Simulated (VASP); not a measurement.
# Zn2SnN2 (Pmmm) in VASP: single point with r2SCAN

Aim: the single point of Zn2SnN2 with r2SCAN.

Everything below comes from runs of VASP 6.6.1. Logs are shortened: lines on timing, memory, paths and dates and some standing lists are left out, and cuts for length are marked.

## (1) Starting point

It takes space group Pmmm (No. 47, orthorhombic). The conventional cell has a = 3.159 Å, b = 5.238 Å, c = 5.809 Å, α = 90.00°, β = 90.00°, γ = 90.00°. Zn (site symmetry m2m) has 2 N at 2.06 Å as nearest neighbours. Around Sn (site symmetry mmm) lie 4 N at 2.12 Å. N (site symmetry mm2) is surrounded by 2 Zn at 2.06 Å and 2 Sn at 2.12 Å.

The cell was built by a generator and needn't be a form met in nature.

## (2) Single point, r2SCAN

Input file INCAR:

```
  PREC = Accurate
  ENCUT = 520
  EDIFF = 1E-6
  ISMEAR = 0
  SIGMA = 0.1
  LREAL = False
  LASPH = True
  NELM = 150
  ALGO = Normal
  ISIF = 2
  LWAVE = False
  LCHARG = False
  METAGGA = R2SCAN
  LMIXTAU = True
  NBANDS = 32
  KPAR = 4
```

Input file KPOINTS:

```
Automatic mesh
0
Gamma
  10 6 6
```

Input file POSCAR:

```
Zn2SnN2
1.0
    3.1586900000      0.0000000000      0.0000000000
    0.0000000000      5.2375700000      0.0000000000
    0.0000000000      0.0000000000      5.8092600000
Zn Sn N
2 1 2
Direct
    0.5000000000      0.2282290000      0.5000000000
    0.5000000000      0.7717710000      0.5000000000
    0.0000000000      0.5000000000      0.0000000000
    0.5000000000      0.5000000000      0.2444240000
    0.5000000000      0.5000000000      0.7555760000
```

Potentials or basis: VASP PAW PBE potentials, release 64 (Zn, Sn_d, N).

Command:

```console
$ cat potpaw_PBE.64/Zn/POTCAR potpaw_PBE.64/Sn_d/POTCAR potpaw_PBE.64/N/POTCAR > POTCAR
$ mpirun -np 4 vasp_std > vasp.out
```

OUTCAR:

```text
PREC = Accurate
   ENCUT = 520
   EDIFF = 1E-6
   ISMEAR = 0
   LREAL = False
   LASPH = True
   NELM = 150
   ISIF = 2
   METAGGA = R2SCAN

 ion  position               nearest neighbor table
   1  0.500  0.228  0.500-   4 2.06   5 2.06   2 2.39   2 2.85
   2  0.500  0.772  0.500-   4 2.06   5 2.06   1 2.39   1 2.85
   3  0.000  0.500  0.000-   4 2.12   5 2.12   4 2.12   5 2.12
   4  0.500  0.500  0.244-   1 2.06   2 2.06   3 2.12   3 2.12
   5  0.500  0.500  0.756-   1 2.06   2 2.06   3 2.12   3 2.12

  LATTYP: Found a simple orthorhombic cell.
 ALAT       =     3.1586900000
 B/A-ratio  =     1.6581462568
 C/A-ratio  =     1.8391358443

  Lattice vectors:

 A1 = (   3.1586900000,   0.0000000000,   0.0000000000)
 A2 = (   0.0000000000,   5.2375700000,   0.0000000000)
 A3 = (   0.0000000000,   0.0000000000,   5.8092600000)

Analysis of symmetry for initial positions (statically):
=====================================================================
 Subroutine PRICEL returns:
 Original cell was already a primitive cell.

 Routine SETGRP: Setting up the symmetry group for a
 simple orthorhombic supercell.

 Subroutine GETGRP returns: Found  8 space group operations
 (whereof  8 operations were pure point group operations)
 out of a pool of  8 trial point group operations.

The static configuration has the point symmetry D_2h.

Analysis of symmetry for dynamics (positions and initial velocities):
=====================================================================
 Subroutine PRICEL returns:
 Original cell was already a primitive cell.

 Routine SETGRP: Setting up the symmetry group for a
 simple orthorhombic supercell.

 Subroutine GETGRP returns: Found  8 space group operations
 (whereof  8 operations were pure point group operations)
 out of a pool of  8 trial point group operations.

The dynamic configuration has the point symmetry D_2h.

 Subroutine INISYM returns: Found  8 space group operations
 (whereof  8 operations are pure point group operations),
 and found     1 'primitive' translations

----------------------------------------------------------------------------------------

                                     Primitive cell

  volume of cell :      96.1076

  direct lattice vectors                    reciprocal lattice vectors
     3.158690000  0.000000000  0.000000000     0.316586940  0.000000000  0.000000000
     0.000000000  5.237570000  0.000000000     0.000000000  0.190928236  0.000000000
[... 93 lines left out ...]
   EDIFFG = 0.1E-04   stopping-criterion for IOM
   NSW    =      0    number of steps for IOM
   IBRION =     -1    ionic relax: 0-MD 1-quasi-New 2-CG
   NFREE  =      0    steps in history (QN), initial steepest desc. (CG)
   ISIF   =      2    stress and relaxation
   ISYM   =      2    0-nonsym 1-usesym 2-fastsym
   POTIM  = 0.5000    time-step for ionic-motion
   TEBEG  =    0.0;   TEEND  =   0.0 temperature during run
   PSTRESS=    0.0 pullay stress
   NELECT =      48.0000    total number of electrons
   NUPDOWN=      -1.0000    fix difference up-down
   EMIN   =  10.00;   EMAX   =-10.00  energy-range for DOS
   EFERMI =   0.00;   METHOD = LEGACY
   ISMEAR =     0;   SIGMA  =   0.10  broadening in eV -4-tet -1-fermi 0-gaus
   EFERMI_NEDOS =   21; number of points for ismear=-14 and -15
   IALGO  =     38    algorithm
   IMIX   =      4    mixing-type and parameters
     AMIX     =   0.40;   BMIX     =  1.00
     AMIX_MAG =   1.60;   BMIX_MAG =  1.00
  volume/ion in A,a.u.               =      19.22       129.71
  Fermi-wavevector in a.u.,A,eV,Ry     =   1.298881  2.454529 22.954277  1.687092
  Thomas-Fermi vector in A             =   2.430181
   LORBIT       =      0    0 simple, 1 ext, 2 COOP (PROOUT), +10 PAW based schemes
   METAGGA = R2SCAN    functional components
   LHFCALC =     F    Hartree Fock is set to
   AEXX    =    0.0000 exact exchange contribution
   IVDW    =     0    specifies the selected vdW correction
   LEPSILON=     F    determine dielectric tensor
   LRPA    =     F    only Hartree local field effects (RPA)
 non-spin polarized calculation
 Gauss-broadening in eV      SIGMA  =   0.10
  energy-cutoff  :      520.00
  volume of cell :       96.11
 maximum number of plane-waves:      2622
 NGX is ok and might be reduce to    24
   NGX = 11   NGY = 19   NGZ = 21

 number of electron      47.9999988 magnetization

 Free energy of the ion-electron system (eV)
  ---------------------------------------------------
  ext. energy  EPLUGINS =         0.00000000
  ---------------------------------------------------
  free energy    TOTEN  =       -58.81173582 eV

  energy without entropy =      -58.80947958  energy(sigma->0) =      -58.81060770

 E-fermi :   2.9451     XC(G=0):  -9.8820

 val. band max:        2.9427843585   @ k =   0.5000   0.1667   0.1667
 cond. band min:       2.9650157918   @ k =   0.4000   0.5000   0.5000
 fundamental gap:      0.0222314333
 Fermi energy:         2.9450903969

 k-point     1 :       0.0000    0.0000    0.0000
  band No.  band energies     occupation
      1     -20.1845      2.00000
      2     -19.8128      2.00000
      3     -19.7557      2.00000
      4     -19.5986      2.00000
      5     -19.5897      2.00000
      6     -13.6599      2.00000
[... 829 lines left out ...]
     31       9.5109      0.00000
     32      10.3969      0.00000

 [... further k-points ...]

------------------------ aborting loop because EDIFF is reached ----------------------------------------

  FORCE on cell =-STRESS in cart. coord.  units (eV):
  Direction    XX          YY          ZZ          XY          YZ          ZX
  --------------------------------------------------------------------------------------
  -------------------------------------------------------------------------------------
  Total       -1.9252519     -1.5144634     -2.2862869     -0.0000000      0.0000000      0.0000000
  in kB      -32.0952301    -25.2471119    -38.1139220     -0.0000000      0.0000000      0.0000000
  external PRESSURE =     -31.8187547 kB  Pullay stress =       0.0000000 kB

 VOLUME and BASIS-vectors are now :
 -----------------------------------------------------------------------------
  energy-cutoff  :      520.00
  volume of cell :       96.11
      direct lattice vectors                 reciprocal lattice vectors
     3.158690000  0.000000000  0.000000000     0.316586940  0.000000000  0.000000000
     0.000000000  5.237570000  0.000000000     0.000000000  0.190928236  0.000000000
     0.000000000  0.000000000  5.809260000     0.000000000  0.000000000  0.172138964

 POSITION                                       TOTAL-FORCE (eV/Angst)
 -----------------------------------------------------------------------------------
      1.57934      1.19537      2.90463         0.000000      0.131152     -0.000000
      1.57934      4.04220      2.90463         0.000000     -0.131152      0.000000
      0.00000      2.61878      0.00000         0.000000      0.000000      0.000000
      1.57934      2.61878      1.41992         0.000000     -0.000000     -0.075868
      1.57934      2.61878      4.38934         0.000000      0.000000      0.075868
 -----------------------------------------------------------------------------------
    total drift:                                0.000000     -0.000000     -0.000000

  FREE ENERGIE OF THE ION-ELECTRON SYSTEM (eV)
  ---------------------------------------------------
  free  energy   TOTEN  =       -58.8117358225 eV

  energy  without entropy=      -58.8094795792  energy(sigma->0) =      -58.81060770
```

stdout:

```text
POSCAR found type information on POSCAR ZnSnN
 POSCAR found :  3 types and       5 ions
 scaLAPACK will be used
 -----------------------------------------------------------------------------
|                                                                             |
|                                                                             |
|     You enforced a specific xc type in the INCAR file but a different       |
|     I HOPE YOU KNOW WHAT YOU ARE DOING!                                     |
|                                                                             |
 -----------------------------------------------------------------------------

 LDA part: xc-table for (None), standard interpolation
 POSCAR, INCAR and KPOINTS ok, starting setup
 FFT: planning ... GRIDC
 FFT: planning ... GRID_SOFT
 FFT: planning ... GRID
 WAVECAR not read
 entering main loop
```

It took 2.6 min on 4 MPI ranks of Intel Xeon 6975P-C (Granite Rapids), shared host; peak memory 0.41 GiB.

Results:

* Free energy: -58.8117 eV
* Pressure: -3.2 GPa
* Largest force: 0.131 eV/Å
* Band gap on the k mesh: none (metal or under the smearing width)

Forces on the atoms (eV/Å):
```
Zn   0.000  0.131  0.000
Zn   0.000 -0.131  0.000
Sn   0.000  0.000  0.000
N    0.000  0.000 -0.076
N    0.000  0.000  0.076
```

Caveat: the PAW data sets were made with another functional, which shifts forces and pressure a little.
